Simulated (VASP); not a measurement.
Write the native input for VASP 6.6.1 that does the following.

* Task: single point
* Functional: PBE
* Potentials or basis: VASP PAW PBE potentials, release 64 (Cs_sv, Pb_d, Br)
* Cutoff: 520 eV
* k mesh: 4 × 4 × 4
* Occupations: gaussian, width 0.1 eV
* Spin: no spin polarisation
* Dipole correction: no
* Further INCAR settings: ALGO = Normal; EDIFF = 1e-06; NBANDS = 30

The structure of CsPbBr3 lies in POSCAR:

```
CsPbBr3
1.0
    5.9486308200      0.0000000000      0.0000000000
    0.0000000000      5.9486308200      0.0000000000
    0.0000000000      0.0000000000      5.9486308200
Cs Pb Br
1 1 3
Direct
    0.0000000000      0.0000000000      0.0000000000
    0.5000000000      0.5000000000      0.5000000000
    0.5000000000      0.5000000000      0.0000000000
    0.5000000000      0.0000000000      0.5000000000
    0.0000000000      0.5000000000      0.5000000000
```

Measurements of this composition are mostly on another form, of space group No. 62.

The input as run:

INCAR

```
ALGO = Normal
EDIFF = 1E-6
ENCUT = 520
GGA = PE
ISIF = 2
ISMEAR = 0
LASPH = True
LCHARG = True
LELF = True
LREAL = False
LVHAR = True
LWAVE = False
NBANDS = 30
NELM = 100
PREC = Accurate
SIGMA = 0.1
```

KPOINTS

```
k-points
0
Gamma
  4 4 4
```

Potentials or basis: VASP PAW PBE potentials, release 64 (Cs_sv, Pb_d, Br).

The run is started by

```console
$ cat potpaw_PBE.64/Cs_sv/POTCAR potpaw_PBE.64/Pb_d/POTCAR potpaw_PBE.64/Br/POTCAR > POTCAR
$ mpirun -np 1 vasp_std > vasp.out
```

Results of the run:

The pressure is 0.6 GPa and the band gap on the k mesh is 1.68 eV, direct.

Caveat: spin-orbit coupling is left out, which as a rule narrows the gap of such compounds by several tenths of an eV.

Wall time 64 s on 1 thread of Intel(R) Xeon(R) Platinum 8488C (Sapphire Rapids) (shared host), peak memory 0.34 GiB.
